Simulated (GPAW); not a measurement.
CsPbCl3:

```xyz
5
Lattice="5.6050 0.0000 0.0000 0.0000 5.6050 0.0000 0.0000 0.0000 5.6050" Properties=species:S:1:pos:R:3 pbc="T T T"
Pb    2.8025    2.8025    2.8025
Cs    0.0000    0.0000    0.0000
Cl    2.8025    0.0000    2.8025
Cl    0.0000    2.8025    2.8025
Cl    2.8025    2.8025    0.0000
```

Program: GPAW 26.7.0. Alike in all runs: task dielectric tensor; no spin polarisation; cell as given; k mesh 4 × 4 × 4; cutoff (eV) 400; smearing fermi-dirac 0.001 eV.

Order these runs on this cell by their band gap on the k mesh, lowest first.
A. level AM05; potentials or basis PAW data sets generated in the run's folder for this functional, pw
B. level GLLB-SC; potentials or basis the program's PAW data sets (release 1.2.1) made for this functional, pw
C. level RPBE; potentials or basis the program's PAW data sets (release 1.2.1) made for this functional, pw

A (1.82 eV), C (1.99 eV), B (2.44 eV).

Caveats: the long-wavelength limit can be off by a per cent or two; spin-orbit coupling is left out, which as a rule narrows the gap of such compounds by several tenths of an eV; an odd mesh through Γ misses points on the zone boundary, where band edges often lie; a model potential gives levels but no total energy (some runs); response on these states lacks terms of the Hamiltonian (some runs).

Runs at the PBE level aren't shown here.
